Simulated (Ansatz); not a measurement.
**Al: properties at the relaxed cell**

One table from this session's results is given with a row withheld; the runs are named, their logs left out.

This is Al in the hcp structure; at room conditions it is fcc.

Computed with Ansatz 0.2.0 (DFT PBEsol, scalar-relativistic, plane waves, PAW, unless a step's input says otherwise).

1 further run of the same task is left out (set aside as unsound or not needed).

### Starting point

Symmetry: P6_3/mmc, No. 194, hexagonal system. The conventional cell has a = 2.850 Å, b = 2.850 Å, c = 4.637 Å, α = 90.00°, β = 90.00°, γ = 120.00°. Around Al (site symmetry -6m2) lie 12 Al at 2.84 to 2.85 Å.

Structure file:

```cif
data_structure
_symmetry_space_group_name_H-M 'P 1'
_symmetry_Int_Tables_number 1
_cell_length_a 2.8501
_cell_length_b 2.8501
_cell_length_c 4.6373
_cell_angle_alpha 90.000
_cell_angle_beta 90.000
_cell_angle_gamma 120.000
_cell_volume 32.62
loop_
_atom_site_label
_atom_site_type_symbol
_atom_site_fract_x
_atom_site_fract_y
_atom_site_fract_z
_atom_site_occupancy
Al1 Al 0.66667 0.33333 0.75000 1
Al2 Al 0.33333 0.66667 0.25000 1
```

It goes back to an entry of the Materials Project, which need not be the stable form.

It is the result of an earlier relaxation at this level (volume 16.31 Å³/atom; gap on the mesh: none (metal)).

Set-up of the first run:

The input, input.yaml:

```yaml
crystal:
  lattice:
    - [2.8500700442, 0.0, 0.0]
    - [-1.4250350221, 2.4682330609, 0.0]
    - [0.0, 0.0, 4.6373165105]
  atoms:
    - { symbol: Al, position: [0.6666666667, 0.3333333333, 0.75] }
    - { symbol: Al, position: [0.3333333333, 0.6666666667, 0.25] }
basis:
  ecutwfc: 420
kpoints:
  mp_grid: { grid: [18, 18, 10] }
  band_path:
    path:
      - [[0.0, 0.0, 0.0], [0.5, 0.0, 0.0], [0.33333333, 0.33333333, 0.0], [0.0, 0.0, 0.0], [0.0, 0.0, 0.5], [0.5, 0.0, 0.5], [0.33333333, 0.33333333, 0.5], [0.0, 0.0, 0.5]]
      - [[0.5, 0.0, 0.5], [0.5, 0.0, 0.0]]
      - [[0.33333333, 0.33333333, 0.5], [0.33333333, 0.33333333, 0.0]]
    npoints: 14
hamiltonian:
  xc: pbesol
scf:
  occupations: { method: gaussian, width: 0.1 }
  n_extra_bands: 6
output:
  forces: true
  stress: true
  eigenvalues: true
  populations: true
  dos: { projected: true, de: 0.02, nscf_kmesh: { grid: [27, 27, 15] } }
  bader: true
  write_density: true
  write_potential: true
  elf: true
  volumetric_format: npy
```

On the command line:

```sh
$ ansatz run input.yaml --threads 1 --pin off --max-ram 2560MiB --backend cpu --events-out ev --progress --plain --runs-dir out
```

Steps of the session up to this table: Static run: bands, density of states and charges; Point at V/V0 = 0.97; Point at V/V0 = 1.03; The cell scaled to 0.94 of its volume; Point at V/V0 = 1.06.

One of the session's tables, all rows but one given; the rest of the session is left out.

It belongs to the step «Fit of the equation of state». 

```
volume (Å³/atom)  energy above the lowest point (meV/atom)  pressure (GPa)
          15.332                                      16.1            5.59
          15.822                                         ?               ?
          16.311                                       0.0            0.01
          16.800                                       3.4           -2.16
          17.290                                      12.9           -4.01
```

Q: Estimate the row for volume (Å³/atom) = 15.822 from the others.

Worked estimate for «energy above the lowest point (meV/atom)». A straight line through the neighbours (15.332, 16.1) and (16.311, 0.0) gives 16.1 + (0.0 − 16.1) × (15.822 − 15.332) / (16.311 − 15.332) = 8.0; a parabola fitted to 3 rows on both sides gives 4.2.

The run gave: energy above the lowest point (meV/atom): 3.8; pressure (GPa): 2.57. In «energy above the lowest point (meV/atom)» the line misses by +4.2 and the parabola by +0.4.
